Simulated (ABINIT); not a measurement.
# WC (Qusongite) (P-6m2) in ABINIT: single point with PBE

Aim: the single point of WC (Qusongite) with PBE.

Everything below comes from runs of ABINIT 10.8.3 (patched build). Logs are shortened: lines on timing, memory, paths and dates and some standing lists are left out, and cuts for length are marked. The log counts tension as positive stress, the text compression.

## (1) The crystal as given

It takes space group P-6m2 (No. 187, hexagonal). Conventional cell: a = 2.907 Å, b = 2.907 Å, c = 2.837 Å, α = 90.00°, β = 90.00°, γ = 120.00°. W (site symmetry -6m2) has 6 C at 2.20 Å as nearest neighbours. C (site symmetry -6m2) is surrounded by 6 W at 2.20 Å.

## (2) Single point, PBE

run.abi reads:

```
# Pseudopotentials
pp_dirpath "./"
pseudos "W.upf, C.upf"

# Structure
acell 5.4924889812 5.4924889812 5.3603971251
rprim
     1.0000000000     0.0000000000     0.0000000000
    -0.5000000000     0.8660254038     0.0000000000
     0.0000000000     0.0000000000     1.0000000000
ntypat 2
znucl 74 6
natom 2
typat 1 2
xred
     0.0000000000     0.0000000000     0.0000000000
     0.6666666667     0.3333333333     0.5000000000

# Plane-wave basis
ecut 31.0

# k points
kptopt 1
ngkpt 8 8 7
nshiftk 1
shiftk 0.0 0.0 0.0

# Exchange and correlation
ixc 11

# Bands and occupations
nband 13
occopt 3
tsmear 0.05 eV

# SCF cycle
nstep 100
tolvrs 1.0e-10

# Output
iomode 3
prtwf 0
prteig 0
prtebands 0
enunit 2
prtden 1
prtvha 1
prtvclmb 1
prtpot 1
prtelf 1
```

Potentials or basis: PseudoDojo NC SR PBE v0.4.1 standard.

Launch:

```console
> mpirun --bind-to none -np 4 abinit run.abi > log 2>&1
```

run.abo:

```text
.Version 10.8.3 of ABINIT
 Symmetries : space group P-6 m 2 (#187); Bravais hP (primitive hexag.)
================================================================================
 Values of the parameters that define the memory need of the present run
     intxc =       0    ionmov =       0      iscf =       7    lmnmax =       8
     lnmax =       8     mgfft =      30  mpssoang =       4    mqgrid =    3001
     natom =       2  nloc_mem =       1    nspden =       1   nspinor =       1
    nsppol =       1      nsym =      12    n1xccc =    2501    ntypat =       2
    occopt =       3   xclevel =       2
       mpw =        1168          nfft =       27000          nkpt =          40
================================================================================
================================================================================

--------------------------------------------------------------------------------
------------- Echo of variables that govern the present computation ------------
--------------------------------------------------------------------------------
 -outvars: echo values of preprocessed input variables --------
            acell      5.4924889812E+00  5.4924889812E+00  5.3603971251E+00 Bohr
              amu      1.83850000E+02  1.20110000E+01
             ecut      3.10000000E+01 Hartree
           enunit           2
              ixc          11
         kptrlatt        8    0    0      0    8    0      0    0    7
          kptrlen      3.75227799E+01
            natom           2
            nband          13
            ngfft          30      30      30
             nkpt          40
            nstep         100
             nsym          12
           ntypat           2
           occopt           3
        prtebands           0
           prteig           0
           prtelf           1
           prtpot           1
         prtvclmb           1
           prtvha           1
            prtwf           0
            rprim      1.0000000000E+00  0.0000000000E+00  0.0000000000E+00
                      -5.0000000000E-01  8.6602540380E-01  0.0000000000E+00
                       0.0000000000E+00  0.0000000000E+00  1.0000000000E+00
          spgroup         187
           tolvrs      1.00000000E-10
           tsmear      1.83746611E-03 Hartree
            typat      1  2
           xangst      0.0000000000E+00  0.0000000000E+00  0.0000000000E+00
                       1.4532499990E+00  8.3903427814E-01  1.4182999990E+00
            xcart      0.0000000000E+00  0.0000000000E+00  0.0000000000E+00
                       2.7462444906E+00  1.5855449959E+00  2.6801985626E+00
             xred      0.0000000000E+00  0.0000000000E+00  0.0000000000E+00
                       6.6666666667E-01  3.3333333333E-01  5.0000000000E-01
            znucl       74.00000    6.00000
[... 115 lines left out ...]
    2        2.00000          4.08838252
================================================================================

 ----iterations are completed or convergence reached----

 Mean square residual over all n,k,spin=   39.773E-08; max=  12.139E-05
 reduced coordinates (array xred) for    2 atoms
       0.000000000000      0.000000000000      0.000000000000
       0.666666666667      0.333333333333      0.500000000000
 rms dE/dt=  1.7588E-27; max dE/dt=  0.0000E+00; dE/dt below (all hartree)
    1       0.000000000000      0.000000000000      0.000000000000
    2      -0.000000000000      0.000000000000      0.000000000000

 cartesian coordinates (angstrom) at end:
    1      0.00000000000000     0.00000000000000     0.00000000000000
    2      1.45324999900754     0.83903427814190     1.41829999903425

 cartesian forces (hartree/bohr) at end:
    1     -0.00000000000000    -0.00000000000000    -0.00000000000000
    2      0.00000000000000     0.00000000000000    -0.00000000000000
 frms,max,avg= 2.6146205E-28 3.9219308E-28   0.000E+00  0.000E+00  0.000E+00 h/b

 cartesian forces (eV/Angstrom) at end:
    1     -0.00000000000000    -0.00000000000000    -0.00000000000000
    2      0.00000000000000     0.00000000000000    -0.00000000000000
 frms,max,avg= 1.3444919E-26 2.0167379E-26   0.000E+00  0.000E+00  0.000E+00 e/A
 length scales=  5.492488981200  5.492488981200  5.360397125100 bohr
              =  2.906499998015  2.906499998015  2.836599998068 angstroms
 Fermi (or HOMO) energy (hartree) =   0.64557   Average Vxc (hartree)=  -0.52076
 Eigenvalues (hartree) for nkpt=  40  k points:
 kpt#   1, nband= 13, wtk=  0.00223, kpt=  0.0000  0.0000  0.0000 (reduced coord)
  -2.07905   -0.75583   -0.75142   -0.75142    0.10910    0.48235    0.51804    0.51804
   0.64323    0.75963    0.75963    0.84679    0.84679
      occupation numbers for kpt#   1
   2.00000    2.00000    2.00000    2.00000    2.00000    2.00000    2.00000    2.00000
   1.56231    0.00000    0.00000    0.00000    0.00000
 prteigrs : prtvol=0 or 1, do not print more k-points.

 Fermi (or HOMO) energy (eV) =  17.56682   Average Vxc (eV)= -14.17068
 Eigenvalues (   eV  ) for nkpt=  40  k points:
 kpt#   1, nband= 13, wtk=  0.00223, kpt=  0.0000  0.0000  0.0000 (reduced coord)
 -56.57393  -20.56726  -20.44708  -20.44708    2.96876   13.12543   14.09653   14.09653
  17.50320   20.67052   20.67052   23.04227   23.04238
 prteigrs : prtvol=0 or 1, do not print more k-points.

--- !EnergyTerms
iteration_state     : {dtset: 1, }
comment             : Components of total free energy in Hartree
kinetic             :  2.44094183049084E+01
hartree             :  8.73705013290837E+00
xc                  : -1.87453701928171E+01
Ewald energy        : -6.60113243267428E+01
psp_core            :  2.05917091634950E+00
local_psp           : -4.47311048173234E+01
non_local_psp       :  1.23961910521123E+01
internal            : -8.18859689306047E+01
'-kT*entropy'       : -6.46358369003201E-05
total_energy        : -8.18860335664416E+01
total_energy_eV     : -2.22823248752781E+03
band_energy         : -4.24997828777708E+00
...

 Cartesian components of stress tensor (hartree/bohr^3)
  sigma(1 1)= -1.51504571E-04  sigma(3 2)=  0.00000000E+00
  sigma(2 2)= -1.51504572E-04  sigma(3 1)=  0.00000000E+00
  sigma(3 3)= -1.22229827E-04  sigma(2 1)=  0.00000000E+00

-Cartesian components of stress tensor (GPa)         [Pressure=  4.1703E+00 GPa]
- sigma(1 1)= -4.45741838E+00  sigma(3 2)=  0.00000000E+00
- sigma(2 2)= -4.45741839E+00  sigma(3 1)=  0.00000000E+00
- sigma(3 3)= -3.59612566E+00  sigma(2 1)=  0.00000000E+00

== END DATASET(S) ==============================================================
================================================================================

 -outvars: echo values of variables after computation  --------
            acell      5.4924889812E+00  5.4924889812E+00  5.3603971251E+00 Bohr
           etotal     -8.1886033566E+01
            fcart     -3.9219308148E-28 -2.2643278116E-28 -0.0000000000E+00
                       3.9219308148E-28  2.2643278116E-28 -0.0000000000E+00
            rprim      1.0000000000E+00  0.0000000000E+00  0.0000000000E+00
                      -5.0000000000E-01  8.6602540380E-01  0.0000000000E+00
                       0.0000000000E+00  0.0000000000E+00  1.0000000000E+00
           strten     -1.5150457119E-04 -1.5150457172E-04 -1.2222982671E-04
                       0.0000000000E+00  0.0000000000E+00  0.0000000000E+00
           xangst      0.0000000000E+00  0.0000000000E+00  0.0000000000E+00
                       1.4532499990E+00  8.3903427814E-01  1.4182999990E+00
             xred      0.0000000000E+00  0.0000000000E+00  0.0000000000E+00
                       6.6666666667E-01  3.3333333333E-01  5.0000000000E-01
 Calculation completed.
```

It took 5.6 s on 4 MPI ranks of Arm Neoverse V2, shared host; peak memory 0.24 GiB.

What came out:

```
Free energy                                           : -2228.2325 eV
Band gap on the k mesh                                : none (metal or under the smearing width)
Valence electrons inside the program's atomic spheres : W 10.18; C 4.09
```

Caveat: the cutoff is too short for stress, so the log's stress isn't used. The run has no spin-orbit coupling, so splittings on W are missing.
